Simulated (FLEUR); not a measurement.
# ZnS (F-43m) in FLEUR: a series of runs

One crystal, ZnS, is run at these levels: r2SCAN; tasks: band structure, equation of state.

Everything below comes from runs of FLEUR MaX-R8.1 (later development tree). Logs are shortened: lines on timing, memory, paths and dates and some standing lists are left out, and cuts for length are marked.

**What was measured.**

From “Electronic, vibrational, and thermodynamic properties of ZnS (zincblende and rocksalt structure)”, 2009, arxiv:0911.5022, for a bulk crystal of ZnS: band gap 3.85 eV (direct) at 19 K; bulk modulus 76.9 GPa.

The runs below are set against these values where they give the same quantity.

### 1 The structure

It takes space group F-43m (No. 216, cubic). The conventional cell has a = 5.404 Å, b = 5.404 Å, c = 5.404 Å, α = 90.00°, β = 90.00°, γ = 90.00°. Around Zn (site symmetry -43m) lie 4 S at 2.34 Å. S (site symmetry -43m) is surrounded by 4 Zn at 2.34 Å.

### 2 Band structure, r2SCAN

inp.xml

```xml
<?xml version="1.0" encoding="UTF-8" standalone="no"?>
<fleurInput fleurInputVersion="0.39">
   <comment>
      ZnS                                                                                                 
   </comment>
   <calculationSetup>
      <cutoffs Kmax="5.1" Gmax="15.8" GmaxXC="15.8" numbands="0"/>
      <scfLoop itmax="80" minDistance="0.0001" maxIterBroyd="30" imix="Anderson" alpha="0.05" precondParam="0.0" spinf="2.0" sdNocoIR="T"/>
      <coreElectrons ctail="F" frcor="F" kcrel="0" coretail_lmax="0"/>
      <xcFunctional name="LibXC" relativisticCorrections="F">
         <LibXCName exchange="mgga_x_r2scan" correlation="mgga_c_r2scan"/>
         <AuxGGA exchange="117" correlation="130"/>
      </xcFunctional>
      <magnetism jspins="1"/>
      <soc l_soc="F" theta="0.0" phi="0.0" spav="F"/>
      <expertModes spex="0" secvar="F"/>
      <geometryOptimization l_f="F" forcealpha="1.0" forcemix="BFGS" epsdisp="0.00001" epsforce="0.00001"/>
      <ldaU l_linMix="F" mixParam="0.05" spinf="1.0"/>
   </calculationSetup>
   <cell>
      <bzIntegration valenceElectrons="26.0" mode="hist" fermiSmearingEnergy="0.00183747">
         <kPointListSelection listName="default-1"/>
         <!-- k-points included here -->
[... 34 lines left out ...]
            <stateOccupation state="(3p1/2)" spinUp="0.666667" spinDown="0.666667"/>
            <stateOccupation state="(3p3/2)" spinUp="1.333333" spinDown="1.333333"/>
         </electronConfig>
         <energyParameters s="3" p="3" d="3" f="4"/>
         <lo type="SCLO" l="0" n="3" eDeriv="2"/>
         <lo type="SCLO" l="1" n="3" eDeriv="2"/>
         <lo type="SCLO" l="2" n="3" eDeriv="2"/>
         <lo type="SCLO" l="3" n="4" eDeriv="2"/>
      </species>
   </atomSpecies>
   <atomGroups>
      <atomGroup species="Zinc (Zn)">
         <relPos label="                   1">-1.000/4.000 -1.000/4.000 -1.000/4.000</relPos>
         <force calculate="T" relaxXYZ="TTT"/>
      </atomGroup>
      <atomGroup species="Sulfur (S)">
         <relPos label="                   2">.0000000000 .0000000000 .0000000000</relPos>
         <force calculate="T" relaxXYZ="TTT"/>
      </atomGroup>
   </atomGroups>
   <output dos="F" band="F" slice="F">
      <checks vchk="F" cdinf="F"/>
      <bandDOS minEnergy="-.5*Htr" maxEnergy="0.5*Htr" sigma="0.015" storeEVData="T"/>
      <vacuumDOS vacdos="F" integ="F" star="F" nstars="0" locx1="0.0" locy1="0.0" locx2="0.0" locy2="0.0" nstm="0" tworkf="0.0"/>
      <unfoldingBand unfoldBand="F" supercellX="1" supercellY="1" supercellZ="1"/>
      <plotting iplot="0" polar="F">
         <plot TwoD="T" vec1="  1.0  0.0  0.0" vec2="  0.0  1.0  0.0" vec3="  0.0  0.0  1.0" zero="  0.0  0.0  0.0" file="plot"/>
      </plotting>
      <chargeDensitySlicing numkpt="0" minEigenval="0.0" maxEigenval="0.0" nnne="0" pallst="F"/>
      <specialOutput eonly="F"/>
      <moessbauerParams electricFieldGradient="T" isomerShift="T" coreHyperfine="T" valenceHyperfine="T"/>
      <magneticCircularDichroism mcd="F" energyLo="-10.0" energyUp="0.0"/>
   </output>
  <!-- We include the file relax.xml here to enable relaxations (see documentation) -->
  <xi:include xmlns:xi="http://www.w3.org/2001/XInclude" href="relax.xml"> <xi:fallback/> </xi:include>
</fleurInput>
```

crystal.txt

```
ZnS
&input cartesian=F /
0.0000000000  2.7020000000  2.7020000000
2.7020000000  0.0000000000  2.7020000000
2.7020000000  2.7020000000  0.0000000000
1.8897261246
1.0 1.0 1.0

2
30 0.7500000000  0.7500000000  0.7500000000
16 0.0000000000  0.0000000000  0.0000000000

&kpt div1=9 div2=9 div3=9 gamma=T /
```

inp.xml (bands)

```
<?xml version="1.0" encoding="UTF-8" standalone="no"?>
<fleurInput fleurInputVersion="0.39">
   <comment>
      ZnS                                                                                                 
   </comment>
   <calculationSetup>
      <cutoffs Kmax="5.1" Gmax="15.8" GmaxXC="15.8" numbands="0"/>
      <scfLoop itmax="80" minDistance="0.0001" maxIterBroyd="30" imix="Anderson" alpha="0.05" precondParam="0.0" spinf="2.0" sdNocoIR="T"/>
      <coreElectrons ctail="F" frcor="F" kcrel="0" coretail_lmax="0"/>
      <xcFunctional name="LibXC" relativisticCorrections="F">
         <LibXCName exchange="mgga_x_r2scan" correlation="mgga_c_r2scan"/>
         <AuxGGA exchange="117" correlation="130"/>
      </xcFunctional>
      <magnetism jspins="1"/>
      <soc l_soc="F" theta="0.0" phi="0.0" spav="F"/>
      <expertModes spex="0" secvar="F"/>
      <geometryOptimization l_f="F" forcealpha="1.0" forcemix="BFGS" epsdisp="0.00001" epsforce="0.00001"/>
      <ldaU l_linMix="F" mixParam="0.05" spinf="1.0"/>
   </calculationSetup>
   <cell>
      <bzIntegration valenceElectrons="26.0" mode="hist" fermiSmearingEnergy="0.00183747">
         <kPointListSelection listName="path-1"/>
         <!-- k-points included here -->
         <xi:include xmlns:xi="http://www.w3.org/2001/XInclude" href="kpts.xml"> </xi:include>
[... 33 lines left out ...]
            <stateOccupation state="(3p1/2)" spinUp="0.666667" spinDown="0.666667"/>
            <stateOccupation state="(3p3/2)" spinUp="1.333333" spinDown="1.333333"/>
         </electronConfig>
         <energyParameters s="3" p="3" d="3" f="4"/>
         <lo type="SCLO" l="0" n="3" eDeriv="2"/>
         <lo type="SCLO" l="1" n="3" eDeriv="2"/>
         <lo type="SCLO" l="2" n="3" eDeriv="2"/>
         <lo type="SCLO" l="3" n="4" eDeriv="2"/>
      </species>
   </atomSpecies>
   <atomGroups>
      <atomGroup species="Zinc (Zn)">
         <relPos label="                   1">-1.000/4.000 -1.000/4.000 -1.000/4.000</relPos>
         <force calculate="T" relaxXYZ="TTT"/>
      </atomGroup>
      <atomGroup species="Sulfur (S)">
         <relPos label="                   2">.0000000000 .0000000000 .0000000000</relPos>
         <force calculate="T" relaxXYZ="TTT"/>
      </atomGroup>
   </atomGroups>
   <output dos="F" band="T" slice="F">
      <checks vchk="F" cdinf="F"/>
      <bandDOS minEnergy="-.5*Htr" maxEnergy="0.5*Htr" sigma="0.015" storeEVData="T"/>
      <vacuumDOS vacdos="F" integ="F" star="F" nstars="0" locx1="0.0" locy1="0.0" locx2="0.0" locy2="0.0" nstm="0" tworkf="0.0"/>
      <unfoldingBand unfoldBand="F" supercellX="1" supercellY="1" supercellZ="1"/>
      <plotting iplot="0" polar="F">
         <plot TwoD="T" vec1="  1.0  0.0  0.0" vec2="  0.0  1.0  0.0" vec3="  0.0  0.0  1.0" zero="  0.0  0.0  0.0" file="plot"/>
      </plotting>
      <chargeDensitySlicing numkpt="0" minEigenval="0.0" maxEigenval="0.0" nnne="0" pallst="F"/>
      <specialOutput eonly="F"/>
      <moessbauerParams electricFieldGradient="T" isomerShift="T" coreHyperfine="T" valenceHyperfine="T"/>
      <magneticCircularDichroism mcd="F" energyLo="-10.0" energyUp="0.0"/>
   </output>
  <!-- We include the file relax.xml here to enable relaxations (see documentation) -->
  <xi:include xmlns:xi="http://www.w3.org/2001/XInclude" href="relax.xml"> <xi:fallback/> </xi:include>
</fleurInput>
```

Potentials or basis: all-electron, FLAPW.

Launch:

```
inpgen -f crystal.txt -profile fastHighL
# inp.xml edited to the form shown
fleur_MPI
fleur_MPI   # second run, on inp.xml (bands)
```

Standard output:

```text
Welcome to FLEUR        (www.flapw.de)
      MaX-Release 8.1          (www.max-centre.eu)
 func_ids         498         497         498         497
 MetaGGA potential functional detected - V_tau will be computed
 Auxiliary Potential for radial basis: exchange=         117  correlation=         130
The functional 'Re-regularized SCAN exchange by Furness et al' is an exchange functional, it belongs to the 'MGGA' family and is defined in the reference(s):
[1] J. W. Furness, A. D. Kaplan, J. Ning, J. P. Perdew, and J. Sun.,  J. Phys. Chem. Lett. 11, 8208-8215 (2020)
[2] J. W. Furness, A. D. Kaplan, J. Ning, J. P. Perdew, and J. Sun.,  J. Phys. Chem. Lett. 11, 9248-9248 (2020)
The functional 'Re-regularized SCAN correlation by Furness et al' is a correlation functional, it belongs to the 'MGGA' family and is defined in the reference(s):
[1] J. W. Furness, A. D. Kaplan, J. Ning, J. P. Perdew, and J. Sun.,  J. Phys. Chem. Lett. 11, 8208-8215 (2020)
[2] J. W. Furness, A. D. Kaplan, J. Ning, J. P. Perdew, and J. Sun.,  J. Phys. Chem. Lett. 11, 9248-9248 (2020)
 Using same functional for VXC and EXC

 ========== k-point set info ==========
 Selected k-point list: default-1
 k-point list type: mesh
 9 x 9 x 9
 Number of k points: 35

 ------------Calculation Setup---------------------------
 Number of MPI-tasks      :            1
 Number of PE/node        :            1
 Number of OMP-threads    :            1
 Most efficient MPI parallelization for:
           1           5           7          35
 Additional eigenvalue parallelization possible
 Number of basis functions:          693
 Approximate size of matrices (H+S) per k-point:         0.014 GB
 --------------------------------------------------------
The functional 'Hammer, Hansen, and Norskov' is an exchange functional, it belongs to the 'GGA' family and is defined in the reference(s):
[1] B. Hammer, L. B. Hansen, and J. K. Nørskov.,  Phys. Rev. B 59, 7413 (1999)
The functional 'Perdew, Burke & Ernzerhof' is a correlation functional, it belongs to the 'GGA' family and is defined in the reference(s):
[1] J. P. Perdew, K. Burke, and M. Ernzerhof.,  Phys. Rev. Lett. 77, 3865 (1996)
[2] J. P. Perdew, K. Burke, and M. Ernzerhof.,  Phys. Rev. Lett. 78, 1396 (1997)
 Using same functional for VXC and EXC
 Using auxiliary GGA potential for the first iteration of MetaGGA calculation.
 Reset of history
 Reset of history
 Iteration:     1   Distance:      17.82500235 me/bohr^3
The functional 'Hammer, Hansen, and Norskov' is an exchange functional, it belongs to the 'GGA' family and is defined in the reference(s):
[1] B. Hammer, L. B. Hansen, and J. K. Nørskov.,  Phys. Rev. B 59, 7413 (1999)
The functional 'Perdew, Burke & Ernzerhof' is a correlation functional, it belongs to the 'GGA' family and is defined in the reference(s):
[1] J. P. Perdew, K. Burke, and M. Ernzerhof.,  Phys. Rev. Lett. 77, 3865 (1996)
[2] J. P. Perdew, K. Burke, and M. Ernzerhof.,  Phys. Rev. Lett. 78, 1396 (1997)
 Using same functional for VXC and EXC
 Iteration:     2   Distance:      16.48147608 me/bohr^3
The functional 'Hammer, Hansen, and Norskov' is an exchange functional, it belongs to the 'GGA' family and is defined in the reference(s):
[1] B. Hammer, L. B. Hansen, and J. K. Nørskov.,  Phys. Rev. B 59, 7413 (1999)
The functional 'Perdew, Burke & Ernzerhof' is a correlation functional, it belongs to the 'GGA' family and is defined in the reference(s):
[1] J. P. Perdew, K. Burke, and M. Ernzerhof.,  Phys. Rev. Lett. 77, 3865 (1996)
[2] J. P. Perdew, K. Burke, and M. Ernzerhof.,  Phys. Rev. Lett. 78, 1396 (1997)
 Using same functional for VXC and EXC
 Iteration:     3   Distance:      15.54689599 me/bohr^3
The functional 'Hammer, Hansen, and Norskov' is an exchange functional, it belongs to the 'GGA' family and is defined in the reference(s):
[1] B. Hammer, L. B. Hansen, and J. K. Nørskov.,  Phys. Rev. B 59, 7413 (1999)
The functional 'Perdew, Burke & Ernzerhof' is a correlation functional, it belongs to the 'GGA' family and is defined in the reference(s):
[1] J. P. Perdew, K. Burke, and M. Ernzerhof.,  Phys. Rev. Lett. 77, 3865 (1996)
[2] J. P. Perdew, K. Burke, and M. Ernzerhof.,  Phys. Rev. Lett. 78, 1396 (1997)
 Using same functional for VXC and EXC
 Iteration:     4   Distance:       5.65984500 me/bohr^3
The functional 'Hammer, Hansen, and Norskov' is an exchange functional, it belongs to the 'GGA' family and is defined in the reference(s):
[1] B. Hammer, L. B. Hansen, and J. K. Nørskov.,  Phys. Rev. B 59, 7413 (1999)
The functional 'Perdew, Burke & Ernzerhof' is a correlation functional, it belongs to the 'GGA' family and is defined in the reference(s):
[1] J. P. Perdew, K. Burke, and M. Ernzerhof.,  Phys. Rev. Lett. 77, 3865 (1996)
[2] J. P. Perdew, K. Burke, and M. Ernzerhof.,  Phys. Rev. Lett. 78, 1396 (1997)
 Using same functional for VXC and EXC
 Iteration:     5   Distance:       2.38660390 me/bohr^3
The functional 'Hammer, Hansen, and Norskov' is an exchange functional, it belongs to the 'GGA' family and is defined in the reference(s):
[1] B. Hammer, L. B. Hansen, and J. K. Nørskov.,  Phys. Rev. B 59, 7413 (1999)
The functional 'Perdew, Burke & Ernzerhof' is a correlation functional, it belongs to the 'GGA' family and is defined in the reference(s):
[1] J. P. Perdew, K. Burke, and M. Ernzerhof.,  Phys. Rev. Lett. 77, 3865 (1996)
[2] J. P. Perdew, K. Burke, and M. Ernzerhof.,  Phys. Rev. Lett. 78, 1396 (1997)
 Using same functional for VXC and EXC
 Iteration:     6   Distance:       2.05327871 me/bohr^3
The functional 'Hammer, Hansen, and Norskov' is an exchange functional, it belongs to the 'GGA' family and is defined in the reference(s):
[1] B. Hammer, L. B. Hansen, and J. K. Nørskov.,  Phys. Rev. B 59, 7413 (1999)
The functional 'Perdew, Burke & Ernzerhof' is a correlation functional, it belongs to the 'GGA' family and is defined in the reference(s):
[1] J. P. Perdew, K. Burke, and M. Ernzerhof.,  Phys. Rev. Lett. 77, 3865 (1996)
[2] J. P. Perdew, K. Burke, and M. Ernzerhof.,  Phys. Rev. Lett. 78, 1396 (1997)
 Using same functional for VXC and EXC
[... 26 lines left out ...]
[2] J. P. Perdew, K. Burke, and M. Ernzerhof.,  Phys. Rev. Lett. 78, 1396 (1997)
 Using same functional for VXC and EXC
 Iteration:    11   Distance:       0.00250986 me/bohr^3
The functional 'Hammer, Hansen, and Norskov' is an exchange functional, it belongs to the 'GGA' family and is defined in the reference(s):
[1] B. Hammer, L. B. Hansen, and J. K. Nørskov.,  Phys. Rev. B 59, 7413 (1999)
The functional 'Perdew, Burke & Ernzerhof' is a correlation functional, it belongs to the 'GGA' family and is defined in the reference(s):
[1] J. P. Perdew, K. Burke, and M. Ernzerhof.,  Phys. Rev. Lett. 77, 3865 (1996)
[2] J. P. Perdew, K. Burke, and M. Ernzerhof.,  Phys. Rev. Lett. 78, 1396 (1997)
 Using same functional for VXC and EXC
 Iteration:    12   Distance:       0.00236512 me/bohr^3
The functional 'Hammer, Hansen, and Norskov' is an exchange functional, it belongs to the 'GGA' family and is defined in the reference(s):
[1] B. Hammer, L. B. Hansen, and J. K. Nørskov.,  Phys. Rev. B 59, 7413 (1999)
The functional 'Perdew, Burke & Ernzerhof' is a correlation functional, it belongs to the 'GGA' family and is defined in the reference(s):
[1] J. P. Perdew, K. Burke, and M. Ernzerhof.,  Phys. Rev. Lett. 77, 3865 (1996)
[2] J. P. Perdew, K. Burke, and M. Ernzerhof.,  Phys. Rev. Lett. 78, 1396 (1997)
 Using same functional for VXC and EXC
 Iteration:    13   Distance:       0.00023338 me/bohr^3
The functional 'Hammer, Hansen, and Norskov' is an exchange functional, it belongs to the 'GGA' family and is defined in the reference(s):
[1] B. Hammer, L. B. Hansen, and J. K. Nørskov.,  Phys. Rev. B 59, 7413 (1999)
The functional 'Perdew, Burke & Ernzerhof' is a correlation functional, it belongs to the 'GGA' family and is defined in the reference(s):
[1] J. P. Perdew, K. Burke, and M. Ernzerhof.,  Phys. Rev. Lett. 77, 3865 (1996)
[2] J. P. Perdew, K. Burke, and M. Ernzerhof.,  Phys. Rev. Lett. 78, 1396 (1997)
 Using same functional for VXC and EXC
 Iteration:    14   Distance:       0.00010850 me/bohr^3
The functional 'Hammer, Hansen, and Norskov' is an exchange functional, it belongs to the 'GGA' family and is defined in the reference(s):
[1] B. Hammer, L. B. Hansen, and J. K. Nørskov.,  Phys. Rev. B 59, 7413 (1999)
The functional 'Perdew, Burke & Ernzerhof' is a correlation functional, it belongs to the 'GGA' family and is defined in the reference(s):
[1] J. P. Perdew, K. Burke, and M. Ernzerhof.,  Phys. Rev. Lett. 77, 3865 (1996)
[2] J. P. Perdew, K. Burke, and M. Ernzerhof.,  Phys. Rev. Lett. 78, 1396 (1997)
 Using same functional for VXC and EXC
 Iteration:    15   Distance:       0.00001973 me/bohr^3

 ********************************************************************
 Run finished successfully
 Stop message:
   all done
 ********************************************************************
```

Wall time 3.5 min (1 thread of Arm Neoverse V2, shared host); peak memory 0.09 GiB.

Results:

```yaml
Free_energy: -59747.3859 eV
Band_gap_on_the_k_mesh: 2.68 eV, direct
Band_gap_along_the_path: 2.68 eV, direct
Valence_electrons_inside_the_program's_atomic_spheres: Zn 18.50; S 3.67 (radii Zn 2.18, S 1.92 bohr)
```

Levels at the corners of the path, in eV from the valence-band top:
```csv
point,band 9,band 10,band 11,band 12,band 13,band 14,band 15,band 16,band 17,band 18
Γ,-5.95,-5.95,0.00,0.00,0.00,2.68,6.89,6.89,6.89,12.18
X,-5.87,-5.73,-4.61,-2.28,-2.28,3.73,4.48,11.74,12.80,12.80
W,-5.99,-5.55,-4.63,-2.80,-2.78,6.03,6.60,8.47,8.65,13.35
K,-5.92,-5.60,-4.67,-3.18,-1.85,4.51,6.43,9.92,10.37,11.44
Γ,-5.95,-5.95,0.00,0.00,0.00,2.68,6.89,6.89,6.89,12.18
L,-5.92,-5.75,-5.39,-0.89,-0.89,3.82,7.38,7.38,9.38,12.84
U,-5.92,-5.60,-4.67,-3.18,-1.85,4.51,6.43,9.92,10.37,11.44
W,-5.99,-5.55,-4.63,-2.80,-2.78,6.03,6.60,8.47,8.65,13.35
L,-5.92,-5.75,-5.39,-0.89,-0.89,3.82,7.38,7.38,9.38,12.84
K,-5.92,-5.60,-4.67,-3.18,-1.85,4.51,6.43,9.92,10.37,11.44
U,-5.92,-5.60,-4.67,-3.18,-1.85,4.51,6.43,9.92,10.37,11.44
X,-5.87,-5.73,-4.61,-2.28,-2.28,3.73,4.48,11.74,12.80,12.80
```

Core levels (eV from the Fermi level):
```csv
atom,levels
1 Zn,"1s1/2 -9519.1, 2s1/2 -1152.8, 2p1/2 -1014.3, 2p3/2 -990.4"
2 S,"1s1/2 -2398.9, 2s1/2 -204.5, 2p1/2 -150.0, 2p3/2 -148.7"
```

Caveat: the meta-GGA is that of a development version, with a GGA for the radial functions and cores and without core tails.

(Part 1 of 2 ends here.)
